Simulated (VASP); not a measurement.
# AlP (F-43m) in VASP: a series of runs, part 2 of 2

VASP 6.6.1. The steps go on from the part before.

### Step 5. Single point, PBEsol

This run uses another cell than the first one, of 15.01 Å³/atom, 0.733 times its volume.

File INCAR:

```
SYSTEM = AlP
PREC = Accurate
ENCUT = 500
EDIFF = 1E-6
ISMEAR = 0
SIGMA = 0.01
LREAL = .False.
LASPH = .True.
NELM = 120
ALGO = Normal
ISIF = 2
LWAVE = .False.
LCHARG = .True.
GGA = PS
LELF = .True.
LVHAR = .True.
NBANDS = 11
GGA_COMPAT = .False.
```

File KPOINTS:

```
Automatic mesh
0
Gamma
  10 10 10
  0 0 0
```

File POSCAR:

```
AlP
1.0
    0.0000000000      2.4665901346      2.4665901346
    2.4665901346      0.0000000000      2.4665901346
    2.4665901346      2.4665901346      0.0000000000
Al P
1 1
Direct
    0.0000000000      0.0000000000      0.0000000000
    0.7500000000      0.7500000000      0.7500000000
```

Potentials or basis: VASP PAW PBE potentials, release 64 (Al, P).

On the command line:

```console
$ cat potpaw_PBE.64/Al/POTCAR potpaw_PBE.64/P/POTCAR > POTCAR
$ mpirun -np 1 vasp_std > vasp.out
```

OUTCAR:

```text
SYSTEM = AlP
   PREC = Accurate
   ENCUT = 500
   EDIFF = 1E-6
   ISMEAR = 0
   LREAL = .False.
   LASPH = .True.
   NELM = 120
   ISIF = 2
   GGA = PS

 ion  position               nearest neighbor table
   1  0.000  0.000  0.000-   2 2.14   2 2.14   2 2.14   2 2.14
   2  0.750  0.750  0.750-   1 2.14   1 2.14   1 2.14   1 2.14

  LATTYP: Found a face centered cubic cell.
 ALAT       =     4.9331802692

  Lattice vectors:

 A1 = (   0.0000000000,   2.4665901346,   2.4665901346)
 A2 = (   2.4665901346,   0.0000000000,   2.4665901346)
 A3 = (   2.4665901346,   2.4665901346,   0.0000000000)

Analysis of symmetry for initial positions (statically):
=====================================================================
 Subroutine PRICEL returns:
 Original cell was already a primitive cell.

 Routine SETGRP: Setting up the symmetry group for a
 face centered cubic supercell.

 Subroutine GETGRP returns: Found 24 space group operations
 (whereof 24 operations were pure point group operations)
 out of a pool of 48 trial point group operations.

The static configuration has the point symmetry T_d .

Analysis of symmetry for dynamics (positions and initial velocities):
=====================================================================
 Subroutine PRICEL returns:
 Original cell was already a primitive cell.

 Routine SETGRP: Setting up the symmetry group for a
 face centered cubic supercell.

 Subroutine GETGRP returns: Found 24 space group operations
 (whereof 24 operations were pure point group operations)
 out of a pool of 48 trial point group operations.

The dynamic configuration has the point symmetry T_d .

 Subroutine INISYM returns: Found 24 space group operations
 (whereof 24 operations are pure point group operations),
 and found     1 'primitive' translations

----------------------------------------------------------------------------------------

                                     Primitive cell

  volume of cell :      30.0138

  direct lattice vectors                    reciprocal lattice vectors
     0.000000000  2.466590135  2.466590135    -0.202708992  0.202708992  0.202708992
     2.466590135  0.000000000  2.466590135     0.202708992 -0.202708992  0.202708992
     2.466590135  2.466590135  0.000000000     0.202708992  0.202708992 -0.202708992

  length of vectors
     3.488285221  3.488285221  3.488285221     0.351102273  0.351102273  0.351102273

  position of ions in fractional coordinates (direct lattice)
     0.000000000  0.000000000  0.000000000
     0.750000000  0.750000000  0.750000000

  ion indices of the primitive-cell ions
   primitive index   ion index
                 1           1
                 2           2

----------------------------------------------------------------------------------------

 KPOINTS: Automatic mesh

Automatic generation of k-mesh.
 Grid dimensions read from file:
 generate k-points for:   10   10   10

 Generating k-lattice:

  Cartesian coordinates                     Fractional coordinates (reciprocal lattice)
    -0.020270899  0.020270899  0.020270899     0.100000000  0.000000000  0.000000000
     0.020270899 -0.020270899  0.020270899     0.000000000  0.100000000  0.000000000
     0.020270899  0.020270899 -0.020270899     0.000000000  0.000000000  0.100000000

  Length of vectors
     0.035110227  0.035110227  0.035110227

  Shift w.r.t. Gamma in fractional coordinates (k-lattice)
     0.000000000  0.000000000  0.000000000

 Subroutine IBZKPT returns following result:
 ===========================================

 Found     47 irreducible k-points:

 Following reciprocal coordinates:
            Coordinates               Weight
  0.000000  0.000000  0.000000      1.000000
  0.100000  0.000000  0.000000      8.000000
  0.200000  0.000000  0.000000      8.000000
  0.300000  0.000000  0.000000      8.000000
  0.400000  0.000000  0.000000      8.000000
  0.500000  0.000000  0.000000      4.000000
[... 16 lines left out ...]
  0.300000  0.300000  0.000000      6.000000
  0.400000  0.300000  0.000000     24.000000
 [... further k-points ...]
   k-points           NKPTS =     47   k-points in BZ     NKDIM =     47   number of bands    NBANDS=     11
   number of dos      NEDOS =    301   number of ions     NIONS =      2
   total plane-waves  NPLWV =  21952
   dimension x,y,z NGX =    28 NGY =   28 NGZ =   28
   dimension x,y,z NGXF=    56 NGYF=   56 NGZF=   56
   ions per type =               1   1
   NGX,Y,Z   is equivalent  to a cutoff of  13.34, 13.34, 13.34 a.u.
   NGXF,Y,Z  is equivalent  to a cutoff of  26.69, 26.69, 26.69 a.u.
 SYSTEM =  AlP
   PREC   = accura    normal or accurate (medium, high low for compatibility)
   ISTART =      0    job   : 0-new  1-cont  2-samecut
   ICHARG =      2    charge: 1-file 2-atom 10-const
   ISPIN  =      1    spin polarized calculation?
   LNONCOLLINEAR =      F non collinear calculations
   LSORBIT =      F    spin-orbit coupling
   LASPH  =      T    aspherical Exc in radial PAW
   ENCUT  =  500.0 eV  36.75 Ry    6.06 a.u.   6.36  6.36  6.36*2*pi/ulx,y,z
   NELM   =    120;   NELMIN=  2; NELMDL= -5     # of ELM steps
   EDIFF  = 0.1E-05   stopping-criterion for ELM
   LREAL  =      F    real-space projection
   EDIFFG = 0.1E-04   stopping-criterion for IOM
   NSW    =      0    number of steps for IOM
   IBRION =     -1    ionic relax: 0-MD 1-quasi-New 2-CG
   NFREE  =      0    steps in history (QN), initial steepest desc. (CG)
   ISIF   =      2    stress and relaxation
   ISYM   =      2    0-nonsym 1-usesym 2-fastsym
   POTIM  = 0.5000    time-step for ionic-motion
   TEBEG  =    0.0;   TEEND  =   0.0 temperature during run
   PSTRESS=    0.0 pullay stress
   NELECT =       8.0000    total number of electrons
   NUPDOWN=      -1.0000    fix difference up-down
   EMIN   =  10.00;   EMAX   =-10.00  energy-range for DOS
   EFERMI =   0.00;   METHOD = LEGACY
   ISMEAR =     0;   SIGMA  =   0.01  broadening in eV -4-tet -1-fermi 0-gaus
   EFERMI_NEDOS =   21; number of points for ismear=-14 and -15
   IALGO  =     38    algorithm
   IMIX   =      4    mixing-type and parameters
     AMIX     =   0.40;   BMIX     =  1.00
     AMIX_MAG =   1.60;   BMIX_MAG =  1.00
  volume/ion in A,a.u.               =      15.01       101.27
  Fermi-wavevector in a.u.,A,eV,Ry     =   1.053573  1.990964 15.102677  1.110015
  Thomas-Fermi vector in A             =   2.188700
   LORBIT       =      0    0 simple, 1 ext, 2 COOP (PROOUT), +10 PAW based schemes
   GGA     = PS    functional components
   LHFCALC =     F    Hartree Fock is set to
   AEXX    =    0.0000 exact exchange contribution
   IVDW    =     0    specifies the selected vdW correction
   LEPSILON=     F    determine dielectric tensor
   LRPA    =     F    only Hartree local field effects (RPA)
 non-spin polarized calculation
 Gauss-broadening in eV      SIGMA  =   0.01
  energy-cutoff  :      500.00
  volume of cell :       30.01
 maximum number of plane-waves:       778
 NGX is ok and might be reduce to    28
   NGX = 13   NGY = 13   NGZ = 13

 number of electron       8.0000001 magnetization

 Free energy of the ion-electron system (eV)
  ---------------------------------------------------
  ext. energy  EPLUGINS =         0.00000000
  ---------------------------------------------------
  free energy    TOTEN  =        -9.67093119 eV

  energy without entropy =       -9.67093119  energy(sigma->0) =       -9.67093119

 E-fermi :   7.8647     XC(G=0): -10.5851

 val. band max:        7.7614763730   @ k =   0.0000   0.0000   0.0000
 cond. band min:       8.4214500522   @ k =   0.5000   0.5000   0.0000
 fundamental gap:      0.6599736792
 Fermi energy:         7.8646996746

 k-point     1 :       0.0000    0.0000    0.0000
  band No.  band energies     occupation
      1      -5.8108      2.00000
      2       7.7615      2.00000
      3       7.7615      2.00000
      4       7.7615      2.00000
      5      12.6564      0.00000
      6      12.6564      0.00000
      7      12.6564      0.00000
      8      13.6519      0.00000
      9      16.8460      0.00000
     10      16.8460      0.00000
     11      20.2487      0.00000
[... 309 lines left out ...]
 k-point    24 :       0.4000    0.3000    0.0000
  band No.  band energies     occupation
      1      -3.4179      2.00000
      2       2.7635      2.00000
      3       4.9298      2.00000
      4       5.4161      2.00000
      5       9.6247      0.00000
      6      10.9998      0.00000
      7      17.1235      0.00000
      8      17.3847      0.00000
      9      20.3386      0.00000
     10      21.4282      0.00000
     11      23.5905      0.00000

 [... further k-points ...]
[... 5 lines left out ...]
  --------------------------------------------------------------------------------------
  -------------------------------------------------------------------------------------
  Total        9.3987167      9.3987167      9.3987167      0.0000000     -0.0000000     -0.0000000
  in kB      501.7162613    501.7162613    501.7162613      0.0000000     -0.0000000     -0.0000000
  external PRESSURE =     501.7162613 kB  Pullay stress =       0.0000000 kB

 VOLUME and BASIS-vectors are now :
 -----------------------------------------------------------------------------
  energy-cutoff  :      500.00
  volume of cell :       30.01
      direct lattice vectors                 reciprocal lattice vectors
     0.000000000  2.466590135  2.466590135    -0.202708992  0.202708992  0.202708992
     2.466590135  0.000000000  2.466590135     0.202708992 -0.202708992  0.202708992
     2.466590135  2.466590135  0.000000000     0.202708992  0.202708992 -0.202708992

 POSITION                                       TOTAL-FORCE (eV/Angst)
 -----------------------------------------------------------------------------------
      0.00000      0.00000      0.00000         0.000000      0.000000      0.000000
      3.69989      3.69989      3.69989        -0.000000     -0.000000     -0.000000
 -----------------------------------------------------------------------------------
    total drift:                               -0.000000     -0.000000     -0.000000

  FREE ENERGIE OF THE ION-ELECTRON SYSTEM (eV)
  ---------------------------------------------------
  free  energy   TOTEN  =        -9.6709311930 eV

  energy  without entropy=       -9.6709311930  energy(sigma->0) =       -9.67093119
```

stdout:

```text
POSCAR found type information on POSCAR AlP
 POSCAR found :  2 types and       2 ions
 scaLAPACK will be used
 -----------------------------------------------------------------------------
|                                                                             |
|                                                                             |
|     You enforced a specific xc type in the INCAR file but a different       |
|     I HOPE YOU KNOW WHAT YOU ARE DOING!                                     |
|                                                                             |
 -----------------------------------------------------------------------------

 LDA part: xc-table for (Slater+PW92), standard interpolation
 POSCAR, INCAR and KPOINTS ok, starting setup
 FFT: planning ... GRIDC
 FFT: planning ... GRID_SOFT
 FFT: planning ... GRID
 WAVECAR not read
 entering main loop
```

Wall time 31 s (1 thread of AMD EPYC 7R13, shared host); peak memory 0.12 GiB.

What came out:

```
Free energy            : -9.6709 eV
Pressure               : 50.2 GPa
Band gap on the k mesh : 0.66 eV, indirect (least direct gap 3.47 eV)
```

Levels at points of the mesh, in eV from the valence-band top:
```
           k point  band 1  band 2  band 3  band 4  band 5  band 6  band 7  band 8  band 9
(0.00, 0.00, 0.00)  -13.57    0.00    0.00    0.00    4.89    4.89    4.89    5.89    9.08
(0.50, 0.00, 0.00)  -11.00   -7.18   -0.94   -0.94    3.86    4.69    4.69    8.78   12.49
(0.50, 0.50, 0.00)   -9.98   -6.56   -2.81   -2.81    0.66    2.10   13.10   13.10   14.04
```

Caveat: the PAW data sets were made with another functional, which shifts forces and pressure a little. A k mesh can miss the band edges.

### Step 6. Relaxation of cell and atoms, PBEsol, target pressure 50 GPa, at which the enthalpy is minimised

This run uses another cell than the first one, of 15.01 Å³/atom, 0.733 times its volume.

File INCAR:

```
SYSTEM = AlP
ALGO = Normal ; EDIFF = 1E-7
EDIFFG = -0.001 ; ENCUT = 500
GGA = PS ; GGA_COMPAT = .FALSE.
IBRION = 2 ; ISIF = 3
ISMEAR = 0 ; LASPH = .TRUE.
LCHARG = .FALSE. ; LREAL = .FALSE.
LWAVE = .FALSE. ; NELM = 120
NELMIN = 4 ; NSW = 80
PREC = Accurate ; PSTRESS = 500.0
SIGMA = 0.01
```

File KPOINTS:

```
k-points
0
G
  10 10 10
  0 0 0
```

File POSCAR:

```
AlP
1.0
    0.0000000000      2.4666894670      2.4666894670
    2.4666894670      0.0000000000      2.4666894670
    2.4666894670      2.4666894670      0.0000000000
Al P
1 1
Direct
    0.0000000000      0.0000000000      0.0000000000
    0.7500000000      0.7500000000      0.7500000000
```

Potentials or basis: VASP PAW PBE potentials, release 64 (Al, P).

On the command line:

```console
$ cat potpaw_PBE.64/Al/POTCAR potpaw_PBE.64/P/POTCAR > POTCAR
$ mpirun -np 1 vasp_std > vasp.out
```

Wall time 51 s (1 thread of AMD EPYC 7R13, shared host); peak memory 0.12 GiB.

It converged, with:

```yaml
Free_energy: -9.6766 eV
Relaxed_volume: 15.02 Å³/atom
Relaxed_cell: a = 3.489 Å, b = 3.489 Å, c = 3.489 Å, α = 60.00°, β = 60.00°, γ = 60.00°
Space_group_after_relaxing_to_0.05_Å: F-43m (No. 216)
Energy_change_on_relaxing_the_enthalpy_is_what_falls: -2.3 meV/atom
Ionic_steps: 3
Pressure_after_relaxing: 50.0 GPa
Band_gap_on_the_k_mesh: 0.66 eV, indirect (least direct gap 3.47 eV)
```

Step by step:
| step | energy change (eV) | largest force (eV/Å) | pressure (GPa) | volume (Å³) |
| --- | --- | --- | --- | --- |
| 1 | 0.0000 | 0.0000 | 50.13 | 30.02 |
| 2 | -0.0162 | 0.0000 | 49.69 | 30.07 |
| 3 | -0.0045 | 0.0000 | 50.01 | 30.03 |

Final structure:
```
CELL_PARAMETERS angstrom
0.00000 2.46708 2.46708
2.46708 0.00000 2.46708
2.46708 2.46708 0.00000
ATOMIC_POSITIONS crystal
Al 0.00000 0.00000 0.00000
P 0.75000 0.75000 0.75000
```

Levels at points of the mesh, in eV from the valence-band top:
```
           k point  band 1  band 2  band 3  band 4  band 5  band 6  band 7  band 8
(0.00, 0.00, 0.00)  -13.57    0.00    0.00    0.00    4.89    4.89    4.89    5.89
(0.50, 0.00, 0.00)  -11.00   -7.18   -0.94   -0.94    3.86    4.69    4.69    8.78
(0.50, 0.50, 0.00)   -9.97   -6.56   -2.81   -2.81    0.66    2.10   13.10   13.10
```

Caveat: the cell is relaxed towards a set pressure, so the enthalpy falls and the energy may rise; the PAW data sets were made with another functional, which shifts forces and pressure a little.

### Step 7. Overview

```tsv
task	cell	k mesh	smearing	gap on the mesh (eV)	pressure (GPa)
single point	a = 3.868 Å, angles 60.0°, 2 atoms	8 × 8 × 8	methfessel-paxton 0.02 eV	1.45	0.0
single point	a = 3.868 Å, angles 60.0°, 2 atoms	8 × 8 × 8	gaussian 0.02 eV	1.45	0.0
single point	a = 3.488 Å, angles 60.0°, 2 atoms	10 × 10 × 10	gaussian 0.01 eV	0.66	50.2
relaxation of cell and atoms	relaxed to 50 GPa from a = 3.488 Å, angles 60.0°, 2 atoms	10 × 10 × 10	gaussian 0.01 eV	0.66	50.0
```

Alike in all rows: level PBEsol; potentials or basis VASP PAW PBE potentials, release 64 (Al, P); no spin polarisation; cutoff (eV) 500.

Caveats: the PAW data sets were made with another functional, which shifts forces and pressure a little; the cell is relaxed towards a set pressure, so the enthalpy falls and the energy may rise (some runs).

Absolute energies hang on the potentials; compare differences alone.

### Step 8. How close it comes

Step 2. Measured gap of AlP: 2.505 eV (indirect; 4.2 K; a printed reference work, data compilation). This calculation gives 1.45 eV (-1.06 eV). The value is that of PBEsol on a finite k mesh, which can miss the band edges, without temperature or zero-point motion. Semilocal functionals fall short of measured gaps as a rule.

Step 3. Against the measured gap of AlP, 2.505 eV (indirect; 4.2 K; a printed reference work, data compilation), the calculated 1.45 eV is off by -1.06 eV. The value is that of PBEsol on a finite k mesh, which can miss the band edges, without temperature or zero-point motion. Semilocal functionals fall short of measured gaps as a rule.
